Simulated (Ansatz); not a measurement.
**BN under strain: Electric field gradients**

The cell is an entry of the Crystallography Open Database (COD), relaxed with PBE at fixed cell and then changed (z stretched by 3 %, ions relaxed).

```
B N
1.0
     0.00000    1.80750    1.86173
     1.80750    0.00000    1.86173
     1.80750    1.80750    0.00000
B N
1 1
Direct
  0.00000 0.00000 0.00000
  0.25000 0.25000 0.25000
```

Atoms are numbered from 1 in the order listed; like atoms form one site, named after its first atom.

All values are calculated (Ansatz; DFT, PBE, plane waves and PAW, scalar-relativistic, 420 eV cutoff, Γ-centred 14×14×14 k-points, Fermi–Dirac smearing 0.02 eV), not measured.

Conventions: |V_zz| ≥ |V_yy| ≥ |V_xx|, η = (V_xx − V_yy)/V_zz, C_Q = eQV_zz/h.

¹¹B: I = 3/2, Q = 40.59 mb; 14N: I = 1, Q = 20.44 mb. Quadrupole moments are those of Pyykkö's year-2017 table.

```json
{"site": "B", "atoms (order as listed)": "1", "first shell": "4 N at 1.58 Å", "V_zz (10²¹ V/m²)": "-0.077", "η": "0.00", "C_Q (MHz)": "-0.076"}
{"site": "N", "atoms (order as listed)": "2", "first shell": "4 B at 1.58 Å", "V_zz (10²¹ V/m²)": "0.51", "η": "0.00", "C_Q (MHz)": "0.252"}
```

An axis of threefold or higher order runs through B and N, so V_zz lies along it and η is zero.

At this changed cell the PBE pressure is -8 GPa.
